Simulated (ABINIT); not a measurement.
# Ag (Fm-3m) in ABINIT: settings compared, part 2 of 2

ABINIT 10.8.3 (patched build). The steps go on from the part before.

### Step 4. Band structure, PBEsol

run.abi reads:

```
# Datasets: ground state, then fixed potential
ndtset 2

# Pseudopotentials
pp_dirpath "./"
pseudos "Ag.upf"

# Structure
acell 3*1.0
rprim
     0.0000000000     3.8602380411     3.8602380411
     3.8602380411     0.0000000000     3.8602380411
     3.8602380411     3.8602380411     0.0000000000
ntypat 1
znucl 47
natom 1
typat 1
xcart
     0.0000000000     0.0000000000     0.0000000000

# Plane-wave basis
ecut 41.0

# Exchange and correlation
ixc -116133

# Bands and occupations
occopt 3
tsmear 0.05 eV

# SCF cycle
nstep 100

# Output
iomode 3
prtwf 0
prteig 0
prtebands 0
enunit 2
prtden1 1

# Dataset 1
kptopt1 1
ngkpt1 11 11 11
nshiftk1 1
shiftk1 0.0 0.0 0.0
nband1 14
tolvrs1 1.0e-10

# Dataset 2: bands along G-X-W-K-G-L-U-W-L-K
iscf2 -2
getden2 1
nband2 18
nbdbuf2 2
tolwfr2 1.0e-12
kptopt2 -9
ndivsm2 6
prteig2 1
prtvol2 -3
kptbounds2
     0.0000000000     0.0000000000     0.0000000000
     0.5000000000     0.0000000000     0.5000000000
     0.5000000000     0.2500000000     0.7500000000
     0.3750000000     0.3750000000     0.7500000000
     0.0000000000     0.0000000000     0.0000000000
     0.5000000000     0.5000000000     0.5000000000
     0.6250000000     0.2500000000     0.6250000000
     0.5000000000     0.2500000000     0.7500000000
     0.5000000000     0.5000000000     0.5000000000
     0.3750000000     0.3750000000     0.7500000000
```

Potentials or basis: PseudoDojo NC SR PBEsol v0.4 stringent.

Command:

```
abinit run.abi > log 2>&1
```

run.abo:

```text
.Version 10.8.3 of ABINIT
 DATASET    1 : space group Fm -3 m (#225); Bravais cF (face-center cubic)
================================================================================
 Values of the parameters that define the memory need for DATASET  1.
     intxc =       0    ionmov =       0      iscf =       7    lmnmax =       6
     lnmax =       6     mgfft =      32  mpssoang =       3    mqgrid =    3001
     natom =       1  nloc_mem =       1    nspden =       1   nspinor =       1
    nsppol =       1      nsym =      48    n1xccc =    2501    ntypat =       1
    occopt =       3   xclevel =       2
       mpw =        1458          nfft =       32768          nkpt =          56
================================================================================
================================================================================

 DATASET    2 : space group Fm -3 m (#225); Bravais cF (face-center cubic)
================================================================================
 Values of the parameters that define the memory need for DATASET  2.
     intxc =       0    ionmov =       0      iscf =      -2    lmnmax =       6
     lnmax =       6     mgfft =      32  mpssoang =       3    mqgrid =    3001
     natom =       1  nloc_mem =       1    nspden =       1   nspinor =       1
    nsppol =       1      nsym =      48    n1xccc =    2501    ntypat =       1
    occopt =       3   xclevel =       2
       mpw =        1458          nfft =       32768          nkpt =         103
================================================================================
[... 1421 lines left out ...]
   6.94024    7.02260   26.88918   29.79798   29.99744   29.99744   35.81045   35.81045
  35.97278   36.22197
 kpt#   4, nband= 18, wtk=  1.00000, kpt=  0.0882  0.0000  0.0882 (reduced coord)
 -81.18485  -44.60914  -44.60186  -44.60186    3.18013    5.81858    6.06513    6.06513
   6.87342    7.05282   26.93995   29.28146   29.52753   29.52753   35.77237   35.77237
  36.33337   36.52898
 kpt#   5, nband= 18, wtk=  1.00000, kpt=  0.1176  0.0000  0.1176 (reduced coord)
[... 381 lines left out ...]
   7.68530   13.78935   14.83610   20.40075   24.98430   27.30602   36.80003   36.94833
  38.06785   43.91224
 kpt# 101, nband= 18, wtk=  1.00000, kpt=  0.4000  0.4000  0.7000 (reduced coord)
 -81.16472  -44.72631  -44.69155  -44.64220    4.87246    5.41314    6.34952    6.94767
   7.67505   14.47503   15.06595   19.21895   24.40350   27.38727   36.62128   37.44805
  37.95168   43.85235
 kpt# 102, nband= 18, wtk=  1.00000, kpt=  0.3875  0.3875  0.7250 (reduced coord)
 -81.16421  -44.72403  -44.69682  -44.64533    4.79769    5.28085    6.49326    7.10689
   7.68407   15.03085   15.35622   18.25447   23.88583   27.45072   35.70001   37.85761
  38.62891   43.88955
 kpt# 103, nband= 18, wtk=  1.00000, kpt=  0.3750  0.3750  0.7500 (reduced coord)
 -81.16390  -44.72726  -44.69461  -44.64793    4.72330    5.14834    6.65899    7.21904
   7.72314   14.95360   15.91932   17.81853   23.44905   27.49791   34.73409   38.18247
  39.33055   44.11327

== END DATASET(S) ==============================================================
================================================================================

 -outvars: echo values of variables after computation  --------
            acell      1.0000000000E+00  1.0000000000E+00  1.0000000000E+00 Bohr
           etotal1    -1.5489827547E+02
            fcart1    -0.0000000000E+00 -0.0000000000E+00 -0.0000000000E+00
            rprim      0.0000000000E+00  3.8602380411E+00  3.8602380411E+00
                       3.8602380411E+00  0.0000000000E+00  3.8602380411E+00
                       3.8602380411E+00  3.8602380411E+00  0.0000000000E+00
           strten1     1.0530812478E-04  1.0530812478E-04  1.0530812478E-04
                       0.0000000000E+00  0.0000000000E+00  0.0000000000E+00
 Calculation completed.
```

Wall time 45 s (1 thread of Arm Neoverse V2, shared host); peak memory 0.11 GiB.

What came out:

* Free energy: -4214.9968 eV
* Pressure: -3.1 GPa
* Band gap on the k mesh: none (metal or under the smearing width)
* Valence electrons inside the program's atomic spheres: Ag 16.33 (radii [1.0584] Å)

Levels at the corners of the path, in eV from the Fermi level:
```csv
point,band 7,band 8,band 9,band 10,band 11,band 12
Γ,-4.96,-4.96,-3.91,-3.91,15.94,19.47
X,-3.14,-2.90,-2.90,1.33,6.51,10.43
W,-5.25,-3.91,-2.90,5.71,5.71,6.75
K,-4.25,-3.69,-3.19,4.04,5.01,6.91
Γ,-4.96,-4.96,-3.91,-3.91,15.94,19.47
L,-4.98,-3.11,-3.11,-0.68,3.38,15.14
U,-4.25,-3.69,-3.19,4.04,5.01,6.91
W,-5.25,-3.91,-2.90,5.71,5.71,6.75
L,-4.98,-3.11,-3.11,-0.68,3.38,15.14
K,-4.25,-3.69,-3.19,4.04,5.01,6.91
```

### Step 5. Overview

| task | level | potentials or basis | cutoff (eV) | fine-grid cutoff | gap on the mesh (eV) | pressure (GPa) |
| --- | --- | --- | --- | --- | --- | --- |
| band structure | r2SCAN | JTH PAW LDA v2.0 | 544 | 1088.46 eV | none | 0.9 |
| equation of state | HCTH407 | JTH PAW PBE v2.0 | 463 | 925.187 eV | - | - |
| band structure | PBEsol | PseudoDojo NC SR PBEsol v0.4 stringent | 1116 | - | none | -3.1 |

Alike in all rows: no spin polarisation; cell as given; k mesh 11 × 11 × 11; smearing fermi-dirac 0.05 eV.

Caveats: the PAW data sets were made with another functional, which shifts forces and pressure a little (some runs); totals of a meta-GGA on PAW files have another zero than those of a GGA (some runs); pressures at fixed basis lie under the slope of the energies (some runs).

Absolute energies hang on the potentials; compare differences alone.
